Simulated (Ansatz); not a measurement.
## Σ3 (112) boundary in bcc Ta with Al (substitutional): structure and resistance

How much does the Σ3 (112) boundary in bcc Ta with Al (substitutional) reflect electrons?

Program: Ansatz 0.2.0. Level of theory: Ansatz plane-wave DFT, PBE, PAW files; relaxation of a bicrystal slab with its lowest layers held; PAW set soft_1, in the first sound run; inputs show where later runs differ. Results are calculated unless marked as measured.

### 1. The structure

The cell holds 15 atoms: 14 Ta and 1 Al. Cell: a = 2.860 Å, b = 4.671 Å, c = 29.876 Å, α = 90.0°, β = 90.0°, γ = 90.0°. It derives from Ta. built on the (1 1 2) plane; 1 overlapping atoms removed and the grains opened by 0 Å. Vacuum lies along c.

### 2. Relaxing the bicrystal

The boundary is built by mirroring the lower grain in the boundary plane and removing any atoms that overlap; then the Al is put in at the boundary. A thin bicrystal slab is relaxed first, with the lowest layers held and the upper grain free to shift and open.

The input, input.yaml:

```yaml
crystal:
  lattice:
    - [2.8601008575, 0.0, 0.0]
    - [0.0, 4.6705251426, 0.0]
    - [0.0, 0.0, 29.8757026388]
  atoms:
    - { symbol: Ta, position: [0.0, 0.0, 0.1673600805] }
    - { symbol: Ta, position: [0.3333333333, 0.5, 0.2124892107] }
    - { symbol: Ta, position: [0.6666666667, 0.0, 0.2576183409] }
    - { symbol: Ta, position: [0.0, 0.5, 0.3027474711] }
    - { symbol: Ta, position: [0.3333333333, 0.0, 0.3478766013] }
    - { symbol: Ta, position: [0.6666666667, 0.5, 0.3930057315] }
    - { symbol: Al, position: [0.0, 0.0, 0.4381348617] }
    - { symbol: Ta, position: [0.6666666667, 0.5, 0.4832639919] }
    - { symbol: Ta, position: [0.3333333333, 0.0, 0.5283931221] }
    - { symbol: Ta, position: [0.0, 0.5, 0.5735222523] }
    - { symbol: Ta, position: [0.6666666667, 0.0, 0.6186513825] }
    - { symbol: Ta, position: [0.3333333333, 0.5, 0.6637805127] }
    - { symbol: Ta, position: [0.0, 0.0, 0.7089096429] }
    - { symbol: Ta, position: [0.6666666667, 0.5, 0.7540387731] }
    - { symbol: Ta, position: [0.3333333333, 0.0, 0.7991679033] }
kpoints:
  mp_grid: { grid: [8, 5, 1] }
hamiltonian:
  xc: pbe
  pseudopotentials: { kind: paw, azcp: { folder: soft_1 } }
scf:
  occupations: { method: fermi_dirac, width: 0.1 }
relax:
  f_tol: 0.03
  max_steps: 80
  constraints: [{ sites: [0, 1, 2] }]
```

Run with:

```bash
ansatz run input.yaml --threads 4 --pin off --max-ram 15360MiB --backend cpu --events-out ev --progress --plain --runs-dir out
```

Numbers of over 12 decimals in the logs are rounded to 6 here.

What it wrote:

```text
Engine: ansatz 0.2.0, aarch64-unknown-linux-gnu
Pseudopotentials: kind: paw
Pseudopotential: Ta, paw, valence charge 13, recommended cutoff 420 eV (normal), soft_1/Ta.paw.azcp
Pseudopotential: Al, paw, valence charge 3, recommended cutoff 420 eV (normal), soft_1/Al.paw.azcp
Functional definition: PBE
  parameter kappa = 0.804
  parameter beta = 0.066725
  exchange = pbe_x(kappa = kappa, mu = beta*pi^2/3)
  correlation = pbe_c(beta = beta)
Crystal: 15 atoms, lattice volume = 399.085 Å³
Basis set: ecut = 420 eV, 7833 PW (Γ), exchange–correlation on 40×64×400 points (8 copies of the dense FFT grid, shifted against one another)
Bands: 111, of which v1, the nominal top of the filled ones, is band 93 counted from 1 (92 counted from 0)
Symmetry: 2 space group operations
Space group: Pm (ITA 6), of the structure as read, at distance tolerance 7.4e-5 Å
k-points: 15 of 40 (time reversal used)
Non-local potential: Ta, projectors of the file, l = 0: 3, l = 1: 2, l = 2: 2, l = 3: 1
Non-local potential: Al, projectors of the file, l = 0: 2, l = 1: 2, l = 2: 1
PAW form: soft (Blöchl's): semilocal exchange-correlation on the pseudo side does not see the compensation charge
PAW one-centre angular grid: Ta, 590 points (default); XC on 64 Gauss nodes
PAW one-centre angular grid: Al, 110 points (default); XC on 64 Gauss nodes
Initial density: superposition of atomic densities (neutral atoms: chi_scale 0, normalization atom)
Initial wavefunctions: pseudopotential atomic-orbital guess
Functional: x = pbe(κ = 0.804, μ = 0.219515), c = pbe(β = 0.066725)
SCF iter   1: F=—  HF=-139606.166898 eV  |F-HF|=—  |Δ(HF+E_count)|=         —  Δρ=4.94e-2  dr2=2.47e2  ethr=3.10e-3  ⟨swp⟩=8.9  Hψ=7799  notcnv=0  defer=2
preconditioner: auto → LDOS  [metal: Δε(μ)=0.036 eV  Ē_g=4.312 eV  σ=0.100 eV  W_gap=0.09  n_scr=78 (ndim 8)  ℏωp=15.9 eV  f_vac=0.260  D(μ)=12.49/eV (n_scr^D=78)  β→1.0]
SCF iter   2: F=—  HF=-139607.453834 eV  |F-HF|=—  |Δ(HF+E_count)|=    1.29e0  Δρ=5.40e-2  dr2=4.99e2  ethr=3.10e-3  ⟨swp⟩=13.5  Hψ=10229  notcnv=0  defer=30
SCF iter   3: F=—  HF=-139598.288034 eV  |F-HF|=—  |Δ(HF+E_count)|=    9.17e0  Δρ=1.30e-2  dr2=8.95e0  ethr=3.10e-3  ⟨swp⟩=11.7  Hψ=6757  notcnv=0  defer=14
SCF iter   4: F=—  HF=-139598.206039 eV  |F-HF|=—  |Δ(HF+E_count)|=   8.20e-2  Δρ=3.67e-3  dr2=2.22e-1  ethr=3.10e-3  ⟨swp⟩=2.8  Hψ=1997  notcnv=0  defer=9
SCF iter   5: F=—  HF=-139598.209557 eV  |F-HF|=—  |Δ(HF+E_count)|=   3.52e-3  Δρ=1.56e-3  dr2=2.80e-1  ethr=1.20e-4  ⟨swp⟩=4.0  Hψ=2772  notcnv=0  defer=12
SCF iter   6: F=—  HF=-139598.202018 eV  |F-HF|=—  |Δ(HF+E_count)|=   7.54e-3  Δρ=5.83e-4  dr2=8.55e-3  ethr=1.20e-4  ⟨swp⟩=1.7  Hψ=1719  notcnv=0  defer=9
SCF iter   7: F=—  HF=-139598.201897 eV  |F-HF|=—  |Δ(HF+E_count)|=   1.22e-4  Δρ=2.92e-4  dr2=3.28e-3  ethr=4.62e-6  ⟨swp⟩=2.9  Hψ=2430  notcnv=0  defer=8
SCF iter   8: F=—  HF=-139598.201780 eV  |F-HF|=—  |Δ(HF+E_count)|=   1.17e-4  Δρ=9.81e-5  dr2=5.95e-5  ethr=1.77e-6  ⟨swp⟩=1.9  Hψ=1987  notcnv=0  defer=8
SCF iter   9: F=-139598.201850 eV  HF=-139598.201859 eV  |F-HF|=8.97e-6  |Δ(HF+E_count)|=   7.95e-5  Δρ=3.03e-5  dr2=2.01e-5  ethr=1.22e-8  ⟨swp⟩=5.7  Hψ=6401  notcnv=0
SCF 1 converged in 9 iterations: F = -139598.201850 eV  dr2 = 2.01e-5
  greatest PAW one-centre occupation: 0.999 electrons in one spin orbital (limit 2), on the Ta atom at site 2 (counted from 0), in its partial waves of l = 0
relax step   1: F+E_penalty+E_count = -139598.20185020 eV  Δ(F+E_penalty+E_count) = +0.000e0 eV  max|allowed force component| = 1.032e0 eV/Å  Δτ_max = 0.0000 Å  (9 SCF iters, dr2 threshold 2.25e-5 eV, accepted)
Initial density: handed on by an earlier stage of this run
Initial wavefunctions: those handed on with the density
iter 1 solved again at ethr=2.66e-3 eV; its pass at ethr=3.10e-3 eV (dr2=4.93e0 eV) is discarded
SCF iter   1: F=—  HF=-139598.592090 eV  |F-HF|=—  |Δ(HF+E_count)|=         —  Δρ=1.28e-2  dr2=5.47e0  ethr=2.66e-3  ⟨swp⟩=1.9  Hψ=5735  notcnv=0  defer=8
preconditioner: auto → LDOS  [metal: Δε(μ)=0.028 eV  Ē_g=3.859 eV  σ=0.100 eV  W_gap=0.07  n_scr=78 (ndim 8)  ℏωp=15.9 eV  f_vac=0.270  D(μ)=17.35/eV (n_scr^D=164)  β→1.0]
SCF iter   2: F=—  HF=-139598.390016 eV  |F-HF|=—  |Δ(HF+E_count)|=   2.02e-1  Δρ=6.40e-3  dr2=5.31e-1  ethr=2.66e-3  ⟨swp⟩=3.2  Hψ=2405  notcnv=0  defer=9
SCF iter   3: F=—  HF=-139598.329745 eV  |F-HF|=—  |Δ(HF+E_count)|=   6.03e-2  Δρ=2.26e-3  dr2=8.61e-2  ethr=2.87e-4  ⟨swp⟩=3.4  Hψ=3506  notcnv=0  defer=13
SCF iter   4: F=—  HF=-139598.317445 eV  |F-HF|=—  |Δ(HF+E_count)|=   1.23e-2  Δρ=4.35e-4  dr2=4.91e-3  ethr=4.65e-5  ⟨swp⟩=2.2  Hψ=2526  notcnv=0  defer=11
SCF iter   5: F=—  HF=-139598.317053 eV  |F-HF|=—  |Δ(HF+E_count)|=   3.92e-4  Δρ=1.29e-4  dr2=1.99e-4  ethr=2.65e-6  ⟨swp⟩=2.0  Hψ=2184  notcnv=0  defer=11
SCF iter   6: F=-139598.317058 eV  HF=-139598.317074 eV  |F-HF|=1.55e-5  |Δ(HF+E_count)|=   2.04e-5  Δρ=3.88e-5  dr2=2.94e-5  ethr=3.60e-8  ⟨swp⟩=3.4  Hψ=7009  notcnv=0
SCF 2 converged in 6 iterations: F = -139598.317058 eV  dr2 = 2.94e-5
  greatest PAW one-centre occupation: 0.999 electrons in one spin orbital (limit 2), on the Ta atom at site 3 (counted from 0), in its partial waves of l = 0
relax step   2: F+E_penalty+E_count = -139598.31705824 eV  Δ(F+E_penalty+E_count) = -1.152e-1 eV  max|allowed force component| = 1.149e0 eV/Å  Δτ_max = 0.1943 Å  (6 SCF iters, dr2 threshold 6.66e-5 eV, accepted)
iter 1 solved again at ethr=1.03e-3 eV; its pass at ethr=3.10e-3 eV (dr2=1.90e0 eV) is discarded
SCF iter   1: F=—  HF=-139598.540754 eV  |F-HF|=—  |Δ(HF+E_count)|=         —  Δρ=7.86e-3  dr2=2.36e0  ethr=1.03e-3  ⟨swp⟩=1.7  Hψ=5277  notcnv=0  defer=11
preconditioner: auto → LDOS  [metal: Δε(μ)=0.011 eV  Ē_g=3.818 eV  σ=0.100 eV  W_gap=0.03  n_scr=78 (ndim 8)  ℏωp=15.9 eV  f_vac=0.266  D(μ)=17.80/eV (n_scr^D=168)  β→1.0]
SCF iter   2: F=—  HF=-139598.482014 eV  |F-HF|=—  |Δ(HF+E_count)|=   5.87e-2  Δρ=3.26e-3  dr2=1.61e-1  ethr=1.03e-3  ⟨swp⟩=2.7  Hψ=2069  notcnv=0  defer=11
SCF iter   3: F=—  HF=-139598.474443 eV  |F-HF|=—  |Δ(HF+E_count)|=   7.57e-3  Δρ=2.06e-3  dr2=5.57e-2  ethr=8.73e-5  ⟨swp⟩=2.1  Hψ=3104  notcnv=0  defer=10
SCF iter   4: F=—  HF=-139598.463144 eV  |F-HF|=—  |Δ(HF+E_count)|=   1.13e-2  Δρ=2.76e-4  dr2=8.68e-4  ethr=3.01e-5  ⟨swp⟩=2.2  Hψ=2885  notcnv=0  defer=10
SCF iter   5: F=—  HF=-139598.463009 eV  |F-HF|=—  |Δ(HF+E_count)|=   1.35e-4  Δρ=9.45e-5  dr2=1.18e-4  ethr=4.69e-7  ⟨swp⟩=3.0  Hψ=2676  notcnv=0  defer=10
SCF iter   6: F=-139598.463006 eV  HF=-139598.463007 eV  |F-HF|=1.56e-6  |Δ(HF+E_count)|=   1.89e-6  Δρ=2.39e-5  dr2=6.29e-6  ethr=4.46e-8  ⟨swp⟩=3.0  Hψ=6067  notcnv=0
SCF 3 converged in 6 iterations: F = -139598.463006 eV  dr2 = 6.29e-6
relax step   3: F+E_penalty+E_count = -139598.46300563 eV  Δ(F+E_penalty+E_count) = -1.459e-1 eV  max|allowed force component| = 1.209e-1 eV/Å  Δτ_max = 0.1415 Å  (6 SCF iters, dr2 threshold 8.25e-5 eV, accepted)
[... from here on, the SCF cycles and remarks between the steps are left out ...]
relax step   4: F+E_penalty+E_count = -139598.47550892 eV  Δ(F+E_penalty+E_count) = -1.250e-2 eV  max|allowed force component| = 7.561e-2 eV/Å  Δτ_max = 0.0878 Å  (7 SCF iters, dr2 threshold 9.13e-7 eV, accepted)
relax step   5: F+E_penalty+E_count = -139598.48412953 eV  Δ(F+E_penalty+E_count) = -8.621e-3 eV  max|allowed force component| = 9.470e-2 eV/Å  Δτ_max = 0.0760 Å  (8 SCF iters, accepted)
relax step   6: F+E_penalty+E_count = -139598.50909062 eV  Δ(F+E_penalty+E_count) = -2.496e-2 eV  max|allowed force component| = 2.569e-1 eV/Å  Δτ_max = 0.1989 Å  (6 SCF iters, dr2 threshold 3.51e-6 eV, accepted)
relax step   7: F+E_penalty+E_count = -139598.46651374 eV  Δ(F+E_penalty+E_count) = +4.258e-2 eV  max|allowed force component| = 9.033e-1 eV/Å  Δτ_max = 0.1979 Å  (6 SCF iters, dr2 threshold 6.60e-5 eV, rejected (line search))
relax step   8: F+E_penalty+E_count = -139598.53477709 eV  Δ(F+E_penalty+E_count) = -2.569e-2 eV  max|allowed force component| = 1.593e-1 eV/Å  Δτ_max = 0.0963 Å  (8 SCF iters, accepted)
relax step   9: F+E_penalty+E_count = -139598.54963192 eV  Δ(F+E_penalty+E_count) = -1.485e-2 eV  max|allowed force component| = 6.828e-2 eV/Å  Δτ_max = 0.0975 Å  (6 SCF iters, dr2 threshold 9.75e-6 eV, accepted)
relax step  10: F+E_penalty+E_count = -139598.55672979 eV  Δ(F+E_penalty+E_count) = -7.098e-3 eV  max|allowed force component| = 1.161e-1 eV/Å  Δτ_max = 0.1427 Å  (8 SCF iters, accepted)
relax step  11: F+E_penalty+E_count = -139598.56353407 eV  Δ(F+E_penalty+E_count) = -6.804e-3 eV  max|allowed force component| = 6.499e-2 eV/Å  Δτ_max = 0.1370 Å  (6 SCF iters, dr2 threshold 2.48e-6 eV, accepted)
relax step  12: F+E_penalty+E_count = -139598.56643232 eV  Δ(F+E_penalty+E_count) = -2.898e-3 eV  max|allowed force component| = 2.465e-2 eV/Å  Δτ_max = 0.0383 Å  (6 SCF iters, dr2 threshold 1.32e-6 eV, accepted)
relax step  13: F+E_penalty+E_count = -139598.56643245 eV  Δ(F+E_penalty+E_count) = -1.281e-7 eV  max|allowed force component| = 2.464e-2 eV/Å  Δτ_max = 0.0000 Å  (2 SCF iters, accepted)
relax step  14: F+E_penalty+E_count = -139598.56867838 eV  Δ(F+E_penalty+E_count) = -2.246e-3 eV  max|allowed force component| = 2.575e-2 eV/Å  Δτ_max = 0.0716 Å  (7 SCF iters, accepted)
relax step  15: F+E_penalty+E_count = -139598.57146969 eV  Δ(F+E_penalty+E_count) = -2.791e-3 eV  max|allowed force component| = 2.660e-2 eV/Å  Δτ_max = 0.1244 Å  (9 SCF iters, accepted)
relax step  16: F+E_penalty+E_count = -139598.57526743 eV  Δ(F+E_penalty+E_count) = -3.798e-3 eV  max|allowed force component| = 7.190e-2 eV/Å  Δτ_max = 0.1928 Å  (8 SCF iters, accepted)
relax step  17: F+E_penalty+E_count = -139598.57800293 eV  Δ(F+E_penalty+E_count) = -2.736e-3 eV  max|allowed force component| = 9.513e-2 eV/Å  Δτ_max = 0.1915 Å  (6 SCF iters, dr2 threshold 5.17e-6 eV, accepted)
relax step  18: F+E_penalty+E_count = -139598.57981437 eV  Δ(F+E_penalty+E_count) = -1.811e-3 eV  max|allowed force component| = 3.940e-2 eV/Å  Δτ_max = 0.0248 Å  (5 SCF iters, dr2 threshold 9.05e-6 eV, accepted)
iter 1 solved again at ethr=6.11e-5 eV; its pass at ethr=3.10e-3 eV (dr2=1.13e-1 eV) is discarded
SCF iter   1: F=—  HF=-139598.584197 eV  |F-HF|=—  |Δ(HF+E_count)|=         —  Δρ=3.11e-3  dr2=5.01e-2  ethr=6.11e-5  ⟨swp⟩=1.6  Hψ=4958  notcnv=0  defer=10
preconditioner: auto → LDOS  [metal: Δε(μ)=0.015 eV  Ē_g=3.807 eV  σ=0.100 eV  W_gap=0.04  n_scr=78 (ndim 8)  ℏωp=15.9 eV  f_vac=0.265  D(μ)=18.63/eV (n_scr^D=188)  β→1.0]
SCF iter   2: F=—  HF=-139598.581248 eV  |F-HF|=—  |Δ(HF+E_count)|=   2.95e-3  Δρ=9.23e-4  dr2=3.56e-3  ethr=2.71e-5  ⟨swp⟩=2.0  Hψ=2843  notcnv=0  defer=10
SCF iter   3: F=—  HF=-139598.580330 eV  |F-HF|=—  |Δ(HF+E_count)|=   9.17e-4  Δρ=2.86e-4  dr2=3.96e-4  ethr=1.92e-6  ⟨swp⟩=2.0  Hψ=3082  notcnv=0  defer=10
SCF iter   4: F=—  HF=-139598.580203 eV  |F-HF|=—  |Δ(HF+E_count)|=   1.27e-4  Δρ=5.11e-5  dr2=1.37e-5  ethr=2.14e-7  ⟨swp⟩=2.2  Hψ=2971  notcnv=0  defer=10
SCF iter   5: F=—  HF=-139598.579889 eV  |F-HF|=—  |Δ(HF+E_count)|=   3.15e-4  Δρ=2.15e-5  dr2=5.08e-6  ethr=7.39e-9  ⟨swp⟩=3.0  Hψ=3521  notcnv=0  defer=10
SCF iter   6: F=—  HF=-139598.579888 eV  |F-HF|=—  |Δ(HF+E_count)|=   4.52e-7  Δρ=4.80e-6  dr2=1.86e-7  ethr=2.75e-9  ⟨swp⟩=2.0  Hψ=2616  notcnv=0  defer=10
SCF iter   7: F=-139598.579888 eV  HF=-139598.579888 eV  |F-HF|=2.15e-9  |Δ(HF+E_count)|=   3.70e-8  Δρ=1.56e-6  dr2=1.84e-8  ethr=5.41e-11  ⟨swp⟩=5.2  Hψ=6284  notcnv=0
SCF 19 converged in 7 iterations: F = -139598.579888 eV  dr2 = 1.84e-8
relax step  19: F+E_penalty+E_count = -139598.57988833 eV  Δ(F+E_penalty+E_count) = -7.396e-5 eV  max|allowed force component| = 2.811e-2 eV/Å  Δτ_max = 0.0588 Å  (7 SCF iters, accepted)
SCF converged after 7 iterations
Free energy (F): -139598.579888 eV
Harris-Foulkes:  -139598.579888 eV  (|F-HF|=2.15e-9)
Internal energy: -139597.966706 eV  (E = F + TS)
E sigma→0 (E₀):  -139598.273297 eV
Entropy (-TS):   -0.613183 eV (-40.879 meV/atom)
Fermi energy:    10.897000 eV
--- Per-component energies (eV) ---
  E_band       = -2858.479101
  E_kinetic    = 5517.896627
  E_local      = -115572.855200  (includes V_loc(G=0)·N_el)
  E_nonlocal   = -144.237077
  E_hartree    = 56037.350650
  E_xc         = -4526.801683
  E_vxc        = -3288.870638  (∫ρ·V_xc dr)
  E_paw        = -116733.427990  (= ΣΔE_a)
  E_vpaw       = -1445.132220  (= ΣTr[D̂ρ^β])
  E_aug_tail   = 0.001309  (compensation charges beyond the density's cutoff)
  E_ewald      = 35824.106658
  E_smearing   = -0.613183  (= −TS)
  E_closure    = -0.000000  (closes the sum)
  Σ components = -139598.579888   (vs F -139598.579888, Δ=0.00e0)
--- Forces (eV/Å), atoms counted from 1 ---
  atom   1  Ta    -0.35188245     0.00000000     1.10928478
  atom   2  Ta     0.38165221     0.00000000    -0.39490288
  atom   3  Ta    -0.01730901     0.00000000    -0.73571141
  atom   4  Ta    -0.00759577     0.00000000    -0.01249377
  atom   5  Ta    -0.00251618     0.00000000     0.02736807
  atom   6  Ta    -0.00720518     0.00000000     0.02810648
  atom   7  Al    -0.00133366     0.00000000     0.00560600
  atom   8  Ta     0.00418396     0.00000000    -0.00154943
  atom   9  Ta     0.00602150     0.00000000    -0.01589268
  atom  10  Ta    -0.00860872     0.00000000    -0.02106518
  atom  11  Ta     0.00702641     0.00000000     0.01512064
  atom  12  Ta    -0.00749285     0.00000000    -0.02330674
  atom  13  Ta     0.01557018     0.00000000     0.00758490
  atom  14  Ta    -0.00221462     0.00000000    -0.00197232
  atom  15  Ta    -0.00826724     0.00000000     0.01380893
  max |Σ_I F_I| component: 2.86e-5 eV/Å
--- Relaxed structure (19 steps of the walk, 18 accepted, 0 SCFs on fresh bases) ---
  F+E_penalty+E_count = -139598.57988833 eV   max|allowed force component| = 2.811e-2 eV/Å
  atoms:
    - { symbol: Ta, position: [0.0, 0.0, 0.1673600805] }
    - { symbol: Ta, position: [0.3333333333, 0.5, 0.2124892107] }
    - { symbol: Ta, position: [0.6666666667, 0.0, 0.2576183409] }
    - { symbol: Ta, position: [0.00615958, 0.5, 0.304756] }
    - { symbol: Ta, position: [0.337967, 0.0, 0.347998] }
    - { symbol: Ta, position: [0.665992, 0.5, 0.393423] }
    - { symbol: Al, position: [-0.00700843, 0.0, 0.436673] }
    - { symbol: Ta, position: [0.335090, 0.5, 0.484675] }
    - { symbol: Ta, position: [-0.101147, 0.0, 0.530989] }
    - { symbol: Ta, position: [-0.402817, 0.5, 0.576009] }
    - { symbol: Ta, position: [0.260410, 0.0, 0.621842] }
    - { symbol: Ta, position: [-0.083166, 0.5, 0.667089] }
    - { symbol: Ta, position: [-0.425352, 0.0, 0.712284] }
    - { symbol: Ta, position: [0.270146, 0.5, 0.759627] }
    - { symbol: Ta, position: [-0.146888, 0.0, 0.797763] }
```

Wall time 5.2 min (4 threads of Arm Neoverse V1, shared host); peak memory 1.3 GiB.

The steps of the relaxation:

```
step  energy less that of the first step (eV)  largest force component (eV/Å)
   1                                   0.0000                          1.0320
   2                                  -0.1152                          1.1488
   3                                  -0.2612                          0.1209
   4                                  -0.2737                          0.0756
   5                                  -0.2823                          0.0947
   6                                  -0.3072                          0.2569
   7                                  -0.2647                          0.9033
   8                                  -0.3329                          0.1593
   9                                  -0.3478                          0.0683
  10                                  -0.3549                          0.1161
  11                                  -0.3617                          0.0650
  12                                  -0.3646                          0.0246
  13                                  -0.3646                          0.0246
  14                                  -0.3668                          0.0258
  15                                  -0.3696                          0.0266
  16                                  -0.3734                          0.0719
  17                                  -0.3762                          0.0951
  18                                  -0.3780                          0.0394
  19                                  -0.3780                          0.0281
```

Relaxation step 7 was tried and not accepted.

The run keeps the 2 symmetry operations that it works with, so distortions that break them were not tested.

The atoms that moved most (Å):

```
atom      dx     dy      dz  length
Ta15  -1.373  0.000  -0.042   1.374
 Ta9  -1.243  0.000   0.078   1.245
Ta13  -1.217  0.000   0.101   1.221
Ta12  -1.191  0.000   0.099   1.195
Ta11  -1.162  0.000   0.095   1.166
Ta10  -1.152  0.000   0.074   1.154
Ta14  -1.134  0.000   0.167   1.146
 Ta8  -0.948  0.000   0.042   0.949
```

Numbers from this step:

| Quantity | Value |
| --- | --- |
| free energy | -139598.5799 eV |
| energy at zero smearing | -139598.2733 eV |
| Fermi energy | 10.90 eV |

The largest force component on a free atom ends at 0.028 eV/Å, under the tolerance of 0.03, after 19 steps.

(Continued in part 2 of 2.)

[Logs are printed without paths, hosts, clocks, repeated set-up lines and the standing remarks that a program may print on its own settings, such as how far it seeks lower states.]

[Hosts, paths, dates, database ids (printed as entryN), source tags and the programs' standing remarks are cut or masked in the printed files.]
